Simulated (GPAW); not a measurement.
Sn, 1 atom in the cell. The typed cell holds 1 atom: a = 3.283 Å, b = 3.269 Å, c = 3.261 Å, α = 109.22°, β = 109.48°, γ = 108.92°. This isn't the form of Sn at room conditions, which is tetragonal (white tin). The cell isn't the ideal one: cell strained at random at fixed volume.

| Quantity | Value |
| --- | --- |
| Program | GPAW 26.7.0 |
| Task | single point |
| Functional | PBEsol |
| Potentials or basis | PAW data sets generated in the run's folder for this functional |
| Cutoff | 600 eV |
| Basis | pw |
| k mesh | 10 × 10 × 10 |
| Occupations | fermi-dirac, width 0.05 eV |
| Spin | no spin polarisation |
| Maxiter | 150 |

Potentials or basis: PAW data sets generated in the run's folder for this functional, pw.

Launch:

```bash
$ gpaw-setup -f PBEsol Sn
$ OMP_NUM_THREADS=1 python run.py
```

Hardware: 1 thread of Arm Neoverse V2 (shared host).

**Question.** Estimate the wall time of this run.

**Answer.** It took 62 s on 1 thread of Arm Neoverse V2, with other jobs on the host, peak memory 0.3 GiB. Counts: scf iterations 8, plane waves 939, bands 14, k points 504.
